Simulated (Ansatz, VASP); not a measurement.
**AlN in VASP and in Ansatz**

```
Al N
1.0
     2.98935    0.00000    0.00000
    -1.49467    2.58885    0.00000
     0.00000    0.00000    4.79223
Al N
2 2
Direct
  0.66667 0.33333 0.49888
  0.33333 0.66667 0.99888
  0.66667 0.33333 0.88112
  0.33333 0.66667 0.38112
```

Change from the starting cell: equal strain along all axes, cell held, atoms relaxed: -4.5 %.

Alike in both runs: functional PBE; k mesh 12 × 12 × 6; occupations gaussian, width 0.02 eV; no spin polarisation.

Ansatz relaxed the structure, and its values are those at the end. VASP's run is a single point on that final structure, the one shown.

|  | VASP | Ansatz |
| --- | --- | --- |
| version | VASP 6.6.1 | Ansatz 0.2.0 |
| potentials or method | VASP PAW PBE potentials, release 64 (Al, N) | scalar-relativistic, plane waves, PAW |
| plane-wave cutoff (eV) | 520 | 420 |
| valence electrons in the cell | 16 | 16 |

```tsv
	VASP	Ansatz	Ansatz less VASP
gap on the k mesh at the Fermi level (eV)	5.09	5.10	+0.009
least direct gap on the mesh (eV)	5.29	5.27	-0.018
pressure (GPa)	34.8	34.9	+0.12
```

With one functional, cell and mesh, what is left measures potentials, basis and numerics. Ansatz warned: «stress_scf_threshold_loose».

Caveats: so large a pressure means that the cell lies far from this level's equilibrium, or that cutoff or potentials fall short (VASP). A k mesh can miss the band edges.
